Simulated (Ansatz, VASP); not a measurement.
## Au in VASP and in Ansatz

```
Au
1.0
     0.00000    2.09946    2.09946
     2.09946    0.00000    2.09946
     2.09946    2.09946    0.00000
Au
1
Direct
  0.00000 0.00000 0.00000
```

Change from the starting cell: volume scaled by 1.02.

Alike in both runs: task single point; functional LDA; k mesh 15 × 15 × 15; occupations fermi-dirac, width 0.03 eV; no spin polarisation.

|  | VASP | Ansatz |
| --- | --- | --- |
| version | VASP 6.6.1 | Ansatz 0.2.0 |
| potentials or method | VASP PAW LDA potentials, release 64 (Au), cutoff 520 eV | all-electron LAPW, scalar-relativistic |

|  | VASP | Ansatz | Ansatz less VASP |
| --- | --- | --- | --- |
| pressure (GPa) | -15.3 | -15.7 | -0.34 |

Ansatz ran all-electron here, so the differences hold the error of VASP's frozen core and of both bases.

Caveats: so large a pressure means that the cell lies far from this level's equilibrium, or that cutoff or potentials fall short (VASP). Spin-orbit coupling is left out, which matters for the levels of Au.
